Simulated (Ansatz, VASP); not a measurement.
**One calculation of Au, two programs**

```
CELL_PARAMETERS angstrom
-1.65727 1.65727 1.65727
1.65727 -1.65727 1.65727
1.65727 1.65727 -1.65727
ATOMIC_POSITIONS crystal
Au 0.00000 0.00000 0.00000
```

This isn't the form of Au at room conditions, which is fcc.

Alike in both runs: task single point; functional RPBE; k mesh 8 × 8 × 8; occupations methfessel-paxton of order 1, width 0.1 eV; non-collinear spin, spin-orbit coupling.

```csv
,VASP,Ansatz
version,VASP 6.6.1,Ansatz 0.2.0
potentials or method,"VASP PAW PBE potentials, release 64 (Au), cutoff 520 eV","all-electron LAPW, relativistic spinors"
```

|  | VASP | Ansatz | Ansatz less VASP |
| --- | --- | --- | --- |
| gap on the k mesh at the Fermi level (eV) | none | none | - |
| pressure (GPa) | 1.0 | 0.9 | -0.18 |
| net moment per atom (μB) | 0.00 | 0.00 | 0.000 |

A gap of «none» marks a metal or a gap that the smearing closes. Ansatz ran all-electron here, so the differences hold the error of VASP's frozen core and of both bases.

Caveats: the PAW data sets were made with another functional, which shifts forces and pressure a little (VASP); the k mesh is thin for a metal, which can move the energy by tens of meV per atom (Ansatz).
